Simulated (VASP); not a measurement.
Here is a VASP 6.6.1 calculation.

File POSCAR:

```
ZnS
1.0
    3.8054280153      0.0000000000      0.0000000000
   -1.9027140076      3.2955973335      0.0000000000
    0.0000000000      0.0000000000      6.2440175084
Zn S
2 2
Direct
    0.3333333333      0.6666666667      0.0053397643
    0.6666666667      0.3333333333      0.5053397643
    0.3333333333      0.6666666667      0.3796602357
    0.6666666667      0.3333333333      0.8796602357
```

File INCAR.step1:

```
ALGO     = Normal         # electronic algorithm
EDIFF    = 1E-5           # SCF threshold, eV
ENCUT    = 520            # plane-wave cutoff, eV
GGA      = PE             # functional
ISIF     = 2              # what is computed and relaxed
ISMEAR   = 0              # smearing method
LASPH    = True           # aspherical terms in the spheres
LCHARG   = False          # write CHGCAR
LREAL    = False          # projectors in reciprocal space
LWAVE    = True           # write WAVECAR
NBANDS   = 26             # bands
NELM     = 100            # most SCF steps
PREC     = Accurate       # precision mode
SIGMA    = 0.01           # smearing width, eV
```

INCAR.step2

```
ALGO     = Normal         # electronic algorithm
EDIFF    = 1E-6           # SCF threshold, eV
ENCUT    = 520            # plane-wave cutoff, eV
GGA      = PE             # functional
HFSCREEN = 0.2079         # screening, 1/A
ISIF     = 2              # what is computed and relaxed
ISMEAR   = 0              # smearing method
ISTART   = 1            
LASPH    = True           # aspherical terms in the spheres
LCHARG   = False          # write CHGCAR
LHFCALC  = True           # exact exchange
LREAL    = False          # projectors in reciprocal space
LWAVE    = False          # write WAVECAR
NBANDS   = 26             # bands
NELM     = 100            # most SCF steps
PREC     = Accurate       # precision mode
PRECFOCK = Normal       
SIGMA    = 0.01           # smearing width, eV
```

KPOINTS

```
k-points
0
Gamma
  6 6 2
```

Potentials or basis: VASP PAW PBE potentials, release 64 (Zn, S).

The run is started by

```console
$ cat potpaw_PBE.64/Zn/POTCAR potpaw_PBE.64/S/POTCAR > POTCAR
$ cp INCAR.step1 INCAR
$ mpirun -np 1 vasp_std > vasp.out
$ cp INCAR.step2 INCAR
$ mpirun -np 1 vasp_std > vasp.out
```

(1) Predict the pressure.

(2) What does it give for the band gap on the k mesh?

## Answers

(1) 1.6 GPa.

(2) 3.43 eV, direct.

Caveat: the k mesh is coarse (spacing up to 0.50 Å⁻¹), so the values aren't converged, least of all with exact exchange; the PAW data sets were made with another functional, which shifts forces and pressure a little.
